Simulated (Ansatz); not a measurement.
How settings move the G0W0 gap of NaH (Fm-3m)

A 2-atom cell of NaH started from a crystallographic database with hydrogen sites as listed, relaxed with r2SCAN; one-shot G0W0 in Ansatz without spin-orbit coupling. (Simulation; spin polarisation is off.)

```yaml
crystal:
  lattice:
    - [0.00000, 2.39751, 2.39751]
    - [2.39751, 0.00000, 2.39751]
    - [2.39751, 2.39751, 0.00000]
  atoms:
    - { symbol: Na, position: [0.00000, 0.00000, 0.00000] }
    - { symbol: H, position: [0.50000, 0.50000, 0.50000] }
```

Gaps are read over the mesh points alone. G0W0 here is at a finite number of bands, screening cutoff and k mesh, not at the basis limit.
```json
{"start": "PBE", "potentials": "PAW", "frequency model": "contour deformation", "mesh": "4×4×4", "empty bands": "44", "screening cutoff (eV)": "80", "Kohn-Sham gap (eV)": "3.80", "G0W0 gap (eV)": "5.87", "rough cost": "2.3 core-seconds"}
{"start": "PBE", "potentials": "PAW", "frequency model": "contour deformation", "mesh": "4×4×4", "empty bands": "103", "screening cutoff (eV)": "140", "Kohn-Sham gap (eV)": "3.80", "G0W0 gap (eV)": "5.98", "rough cost": "7 core-seconds"}
{"start": "PBE", "potentials": "PAW", "frequency model": "contour deformation", "mesh": "4×4×4", "empty bands": "190", "screening cutoff (eV)": "210", "Kohn-Sham gap (eV)": "3.80", "G0W0 gap (eV)": "6.04", "rough cost": "20 core-seconds"}
{"start": "HSE06", "potentials": "PAW", "frequency model": "contour deformation", "mesh": "4×4×4", "empty bands": "103", "screening cutoff (eV)": "140", "Kohn-Sham gap (eV)": "4.85", "G0W0 gap (eV)": "6.69", "rough cost": "17 core-seconds"}
{"start": "LDA", "potentials": "PAW", "frequency model": "contour deformation", "mesh": "4×4×4", "empty bands": "103", "screening cutoff (eV)": "140", "Kohn-Sham gap (eV)": "3.45", "G0W0 gap (eV)": "5.80", "rough cost": "7 core-seconds"}
{"start": "r2SCAN", "potentials": "PAW", "frequency model": "contour deformation", "mesh": "4×4×4", "empty bands": "103", "screening cutoff (eV)": "140", "Kohn-Sham gap (eV)": "4.40", "G0W0 gap (eV)": "6.45", "rough cost": "8 core-seconds"}
{"start": "PBE", "potentials": "PAW", "frequency model": "Godby-Needs pole", "mesh": "4×4×4", "empty bands": "103", "screening cutoff (eV)": "140", "Kohn-Sham gap (eV)": "3.80", "G0W0 gap (eV)": "6.01", "rough cost": "13 core-seconds"}
{"start": "PBE", "potentials": "PAW", "frequency model": "contour deformation", "mesh": "8×8×8", "empty bands": "44", "screening cutoff (eV)": "80", "Kohn-Sham gap (eV)": "3.80", "G0W0 gap (eV)": "5.88", "rough cost": "50 core-seconds"}
{"start": "PBE", "potentials": "norm-conserving", "frequency model": "contour deformation", "mesh": "4×4×4", "empty bands": "103", "screening cutoff (eV)": "140", "Kohn-Sham gap (eV)": "3.80", "G0W0 gap (eV)": "5.96", "rough cost": "14 core-seconds"}
```

Over the mesh points the PBE gap of 3.80 eV becomes a quasiparticle gap of 6.04 eV (W to L), a change of +2.24 eV. Renormalisation factors Z lie between 0.65 and 0.81.

Raising bands and cutoff together moves the gap by +0.11 eV (80 to 140 eV), then +0.06 eV (140 to 210 eV); the last step is still large, so the basis limit isn't reached. Starting from HSE06 (4.85 eV against PBE's 3.80 eV) gives 6.69 eV, +0.71 eV from G0W0@PBE at the same screening cutoff. Starting from LDA (3.45 eV against PBE's 3.80 eV) gives 5.80 eV, -0.18 eV from G0W0@PBE at the same screening cutoff. Starting from r2SCAN (4.40 eV against PBE's 3.80 eV) gives 6.45 eV, +0.47 eV from G0W0@PBE at the same screening cutoff. The Godby-Needs plasmon pole differs from contour deformation by +0.03 eV. An 8×8×8 mesh in place of 4×4×4 changes the opening over PBE by +0.01 eV (the gap on the mesh by +0.01 eV). Norm-conserving potentials (wave cutoff 1197 eV against 420 eV) shift the quasiparticle gap by -0.02 eV and the PBE gap by 0.00 eV. r2SCAN runs take a wave cutoff of 500 eV.
